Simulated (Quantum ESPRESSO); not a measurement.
## Ta under changes of volume

One of the cells (18.010 Å³/atom); the others are scaled copies at fixed shape and fractional positions:

```xyz
1
Lattice="-1.6513 1.6513 1.6513 1.6513 -1.6513 1.6513 1.6513 1.6513 -1.6513" Properties=species:S:1:pos:R:3 pbc="T T T"
Ta    0.0000    0.0000    0.0000
```

```yaml
Program: Quantum ESPRESSO 7.5
Functional: LDA
Potentials_or_basis: PseudoDojo 0.4.1 SR LDA standard
Cutoff: 789 eV
Density_cutoff: 3157 eV
k_mesh: 11 × 11 × 11
Occupations: fermi-dirac, width 0.05 eV
Spin: no spin polarisation
```

```tsv
volume (Å³/atom)	energy over the lowest point (meV/atom)	pressure (GPa)
16.930	0.00	2.2
17.290	0.33	-2.5
17.650	10.99	-6.8
18.010	30.96	-10.7
18.371	?	?
18.731	94.77	-17.1
19.091	136.83	-19.8
```

What does the run at 18.371 Å³/atom give?

Energy over the lowest point 59.20 meV/atom; pressure -14.1 GPa.

Worked out: A Birch-Murnaghan fit of order 3 (a polynomial in V^(-2/3)) to the other rows has its minimum at 17.10 Å³/atom with B0 = V·E''(V) = 233 GPa and B' = 4.5. It gives 59.23 meV/atom at 18.371 Å³/atom, against the run's 59.20, and -dE/dV = -14.2 GPa, against -14.1.

Energies are extrapolated to zero smearing.
